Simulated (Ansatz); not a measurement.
Method: DFT PBE, scalar-relativistic, plane waves, PAW (Ansatz). All cells share a 420 eV cutoff and Γ-centred k meshes spaced at most about 0.3 Å⁻¹ (about 0.25 or finer for metals, 2π included). No spin polarisation.

Temperature and zero-point effects are left out.

Question: Order these relaxed structures of Si₅N by energy, lowest first, with the energy over the lowest of them.
A.

```xyz
12
Lattice="5.7669 0.0000 0.0000 0.3939 5.9180 0.0000 0.8579 2.1200 5.8274" Properties=species:S:1:pos:R:3 pbc="T T T"
Si    6.3903    7.6096    5.8221
Si    2.6461    5.4425    0.0955
Si    5.8913    2.5890    2.1754
Si    2.4759    2.3019    2.3275
Si    2.7829    1.8664    0.0516
Si    6.0509    4.0626    5.7536
Si    4.8217    7.0459    3.2703
Si    2.0629    5.1803    4.5781
Si    5.1846    4.9076    2.2606
Si    2.8433    4.6220    2.3604
N     4.9301    6.9991    5.0223
N     2.0669    6.8779    5.1319
```

B.

```xyz
6
Lattice="3.6237 -3.0973 0.0000 3.6237 3.0973 0.0000 -0.3231 0.0000 4.4657" Properties=species:S:1:pos:R:3 pbc="T T T"
Si    5.1345    1.6029    0.3128
Si    5.1345   -1.6029    0.3128
Si    3.2989    1.9256    1.7633
Si    3.2989   -1.9256    1.7633
Si    3.4435    0.0000    3.3494
N     1.7658    0.0000    4.0037
```

C.

```xyz
6
Lattice="3.7097 0.0000 0.0000 -1.8548 3.2127 0.0000 0.0000 0.0000 8.6106" Properties=species:S:1:pos:R:3 pbc="T T T"
Si    0.0000    2.1418    2.6742
Si    0.0000    2.1418    5.0356
Si    1.8548    1.0709    5.8956
Si    1.8548    1.0709    8.2599
Si    0.0000    0.0000    1.8162
N     0.0000    0.0000    8.6081
```

D.

```xyz
6
Lattice="3.3958 -1.8082 0.0000 3.3958 1.8082 0.0000 -1.8427 0.0000 8.6017" Properties=species:S:1:pos:R:3 pbc="T T T"
Si    3.7035    0.0000    2.6529
Si    3.6955    0.0000    5.0226
Si    1.4885    0.0000    5.8471
Si    1.2702    0.0000    8.2138
Si    5.9043    0.0000    1.8563
N     6.0383    0.0000    0.0620
```

Answer: A (0 meV/atom), B (134 meV/atom), D (185 meV/atom), C (207 meV/atom). Forms: A P1; B Cm; D Cm; C P3m1. Counting Si atoms around N (those within 1.25 times the shortest such distance or 1.15 times the sum of covalent radii; a plus sign parts nearer from farther groups): A has N 3; B has N 3; D has N 3; C has N 1+3. A holds Si–Si bonds in all directions (shortest 2.34 Å); B holds Si–Si bonds in all directions (shortest 2.34 Å); D holds Si–Si nets (shortest 2.31 Å); C holds Si–Si nets (shortest 2.31 Å). Origin: A and D, each invented, then shaken at random and relaxed again; B and C, invented.

The k mesh leaves some 4 meV/atom of noise in the energy of each metallic cell. Cells relaxed within their symmetry can be saddle points. Some candidate types were left out of the draw beforehand, so a known form may be missing.
